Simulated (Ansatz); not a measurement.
**MgO: sound and stiffness along [100], [110] and [111]**

All numbers below come from DFT PBEsol, scalar-relativistic, plane waves, PAW (Ansatz 0.2.0). Plane waves to 420 eV; Γ-centred k mesh 8×8×8; fixed occupations. No spin polarisation.

The cell is fixed (symmetry leaves no force on the atoms) and stands under 0.0 GPa:
```
Mg O
1.0
     0.00000    2.10700    2.10700
     2.10700    0.00000    2.10700
     2.10700    2.10700    0.00000
Mg O
1 1
Cartesian
  0.0000 0.0000 0.0000
  2.1070 2.1070 2.1070
```

The cell is the ideal cubic rocksalt prototype.

With ions relaxed, on the cubic axes: C11 = 292.8, C12 = 89.7, C44 = 144.4 GPa. The density is 3.577 g/cm³.

Q: Is the crystal stable against strain, and how anisotropic is it?

A: Born's conditions hold: C11 + 2C12 = 472.3, C11 − C12 = 203.1 and C44 = 144.4 GPa are all positive. B = (C11 + 2C12)/3 = 157.4 GPa. The two shear moduli are C44 and C′ = (C11 − C12)/2 = 101.6 GPa, so Zener's ratio is A = C44/C′ = 1.42: the tetragonal shear C′ is the soft one, as in many fcc and bcc metals and zincblende crystals. The Cauchy pressure C12 − C44 is -54.6 GPa; it would vanish for pair forces between atoms on inversion centres at zero pressure, and a negative value is usual with directional bonding, though many-body forces give one in some ionic oxides too.

Q: Give the sound speeds along the three symmetry directions.

A: The Christoffel equation gives ρv² for each branch:
```csv
direction,branch,ρv²,GPa,v (m/s)
[100],L,C11,292.8,9047
[100],T (×2),C44,144.4,6352
[110],L,(C11 + C12 + 2C44)/2,335.6,9686
[110],"T, u ∥ [001]",C44,144.4,6352
[110],"T, u ∥ [1-10]",(C11 − C12)/2,101.6,5328
[111],L,(C11 + 2C12 + 4C44)/3,349.9,9890
[111],T (×2),(C11 − C12 + C44)/3,115.8,5690
```

Q: How does Young's modulus depend on direction?

A: Inverting gives S11 = 3.988, S12 = -0.935, S44 = 6.927 TPa⁻¹. Along a unit vector (l, m, n), 1/E = S11 − 2(S11 − S12 − S44/2)(l²m² + m²n² + n²l²), where the last bracket is 0, 1/4 and 1/3 for [100], [110] and [111]: E = 251, 307 and 332 GPa. With A > 1 the body diagonal is stiffest. For a film on (001), the biaxial modulus is C11 + C12 − 2C12²/C11 = 328 GPa and the normal strain is −2C12/C11 = -0.61 times the in-plane one.

Cost: 2 runs of about 0.45 core-minutes in all, on Intel Xeon Platinum 8259CL (Skylake/Cascade Lake) (shared hosts).

The elastic anisotropy of MgO is moderate but clear: longitudinal sound is slowest along the Mg–O rows of [100] and fastest along [111], while the slowest shear wave runs along [110] with in-plane polarisation. In rocksalt, nearest-neighbour repulsion acts head-on along the cube axes and stiffens C11, whereas the Coulomb energy lowers C′ and raises C44. With doubly charged ions the electrostatic part weighs heavily, which probably explains why A exceeds unity here, while many alkali halides of the same structure fall below it.

The negative Cauchy pressure needn't signal covalent, directional bonds. The oxide ion owes its stability and size to the surrounding crystal potential, so its charge cloud contracts or swells with its surroundings, a many-body response that pushes C12 below C44. Residual stress can't be the cause, as the cell is essentially stress-free. The positive Born combinations establish stability against small homogeneous strains only, not against phonons of finite wavevector.
